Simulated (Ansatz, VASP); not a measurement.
## SnTe: VASP beside Ansatz

```
CELL_PARAMETERS angstrom
0.03205 3.20514 3.20514
3.23719 0.00000 3.23719
3.20514 3.20514 0.03205
ATOMIC_POSITIONS crystal
Sn 0.50000 0.50000 0.50000
Te 0.00000 0.00000 0.00000
```

Change from the starting cell: strain e5 = +0.02, atoms carried along.

Alike in both runs: task single point; functional PBE; k mesh 10 × 10 × 10; occupations gaussian, width 0.05 eV; no spin polarisation.

```csv
,VASP,Ansatz
version,VASP 6.6.1,Ansatz 0.2.0
potentials or method,"VASP PAW PBE potentials, release 64 (Sn_d, Te)","scalar-relativistic, plane waves, PAW"
plane-wave cutoff (eV),520,420
valence electrons in the cell,20,30
```

VASP gave:

* gap on the k mesh at the Fermi level (eV): none
* pressure (GPa): -0.1
* largest component of the traceless stress (GPa): 0.29

**Question.** Estimate Ansatz's values.

**Answer.** gap on the k mesh at the Fermi level (eV): none; pressure (GPa): 0.0; largest component of the traceless stress (GPa): 0.29.

A gap of «none» marks a metal or a gap that the smearing closes. The two sets of potentials don't hold the same shells in valence.

The runs have no spin-orbit coupling, so splittings on Te are missing.
